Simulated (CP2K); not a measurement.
**PbS under changes of volume**

One of the cells (26.664 Å³/atom); the others are scaled copies at fixed shape and fractional positions:

```xyz
4
Lattice="6.3421 0.0000 0.0000 -4.9778 3.9298 0.0000 0.0000 0.0000 4.2793" Properties=species:S:1:pos:R:3 pbc="T T T"
Pb   -3.4998    3.4167    1.0698
Pb    4.8641    0.5131    3.2095
S    -0.9615    2.5355    1.0698
S     2.3258    1.3943    3.2095
```

Measurements of this composition are mostly on another form, of space group No. 225.

| Property | Result |
| --- | --- |
| Program | CP2K 2026.2 |
| Functional | PBEsol |
| Potentials or basis | POTENTIAL_UZH Pb GTH-PBE-q4, S GTH-PBE-q6; TZVP-MOLOPT-PBE-GTH basis |
| Density cutoff | 6123 eV |
| k mesh | 7 × 7 × 6 |
| Occupations | fermi-dirac, width 0.05 eV |
| Spin | no spin polarisation |

| volume (Å³/atom) | energy over the lowest point (meV/atom) | pressure (GPa) | gap on the mesh (eV) | largest force (eV/Å) |
| --- | --- | --- | --- | --- |
| 25.064 | 23.50 | 4.5 | 1.15 | 0.710 |
| 25.597 | 11.09 | 3.0 | 1.19 | 0.554 |
| 26.130 | ? | ? | ? | ? |
| 26.664 | 0.00 | 0.4 | 1.25 | 0.270 |
| 27.197 | 0.41 | -0.7 | 1.28 | 0.158 |
| 27.730 | 4.25 | -1.6 | 1.30 | 0.082 |
| 28.263 | 11.17 | -2.5 | 1.32 | 0.090 |

Task: What does the run at 26.130 Å³/atom give?

Result: Energy over the lowest point 3.41 meV/atom; pressure 1.6 GPa; gap on the mesh 1.22 eV; largest force 0.407 eV/Å.

Worked out: A Birch-Murnaghan fit of order 3 (a polynomial in V^(-2/3)) to the other rows has its minimum at 26.87 Å³/atom with B0 = V·E''(V) = 55 GPa and B' = 4.4 at fixed shape and positions, which overstates the stiffness. It gives 3.42 meV/atom at 26.130 Å³/atom, against the run's 3.41, and -dE/dV = 1.6 GPa, against 1.6. A straight line through the other rows of the gap, of slope 1.42 eV per unit of ln V, gives 1.22 eV, against the run's 1.22.

Energies are extrapolated to zero smearing.

Caveats: the potentials were made for another functional, which shifts forces and pressure; spin-orbit coupling is left out, which as a rule narrows the gap of such compounds by several tenths of an eV; an odd mesh through Γ misses points on the zone boundary, where band edges often lie; the basis of atomic orbitals isn't converged, which shifts pressures, moduli and gaps.
